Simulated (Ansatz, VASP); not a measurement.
# Two plane-wave programs on CaO

File INCAR:

```
SYSTEM = CaO
PREC = Accurate ; ENCUT = 520
EDIFF = 1E-6 ; ISMEAR = -1
SIGMA = 0.02 ; LREAL = .False.
LASPH = .True. ; NELM = 80
ALGO = Normal ; ISIF = 2
LWAVE = .False. ; LCHARG = .False.
GGA = PE ; NBANDS = 15
```

KPOINTS

```
Automatic mesh
0
Gamma
  8 8 8
  0 0 0
```

File POSCAR:

```
CaO
1.0
   -0.0815146600      2.5896033556      2.5896033556
    2.5896033556     -0.0815146600      2.5896033556
    2.5896033556      2.5896033556     -0.0815146600
Ca O
1 1
Direct
   -0.0028147082     -0.0028147082     -0.0028147082
    0.2528147082      0.2528147082      0.2528147082
```

Input for Ansatz:

```yaml
crystal:
  lattice:
    - [-0.08151466, 2.5896033556, 2.5896033556]
    - [2.5896033556, -0.08151466, 2.5896033556]
    - [2.5896033556, 2.5896033556, -0.08151466]
  atoms:
    - { symbol: Ca, position: [-0.0028147082, -0.0028147082, -0.0028147082] }
    - { symbol: O, position: [0.2528147082, 0.2528147082, 0.2528147082] }
kpoints:
  mp_grid: { grid: [8, 8, 8] }
  band_path:
    path:
      - [0.0, 0.0, 0.0]
      - [-0.5, -0.5, 0.0]
      - [-0.375, -0.375, 0.25]
      - [-0.375, 0.0, 0.375]
      - [0.0, 0.0, 0.5]
      - [-0.5, -0.25, 0.25]
    npoints: 1
hamiltonian:
  xc: pbe
scf:
  occupations: { method: fermi_dirac, width: 0.02 }
  n_extra_bands: 4
output:
  forces: true
  stress: true
  eigenvalues: true
```

Change from the starting cell: epitaxial_111 strain +2.5%.

Alike in both runs: task single point; functional PBE; k mesh 8 × 8 × 8; occupations fermi-dirac, width 0.02 eV; no spin polarisation.

```csv
,VASP,Ansatz
version,VASP 6.6.1,Ansatz 0.2.0
potentials or method,"VASP PAW PBE potentials, release 64 (Ca_sv, O)","plane waves, PAW"
plane-wave cutoff (eV),520,420
valence electrons in the cell,16,16
```

```csv
,VASP,Ansatz,Ansatz less VASP
gap on the k mesh at the Fermi level (eV),3.20,3.21,+0.008
pressure (GPa),-0.3,-0.8,-0.44
largest component of the traceless stress (GPa),1.06,1.05,-0.006
rms of the force components (eV/Å),0.002,0.003,+0.0014
```

Atom by atom the forces differ by 0.005 eV/Å (rms over components).

A k mesh can miss the band edges.
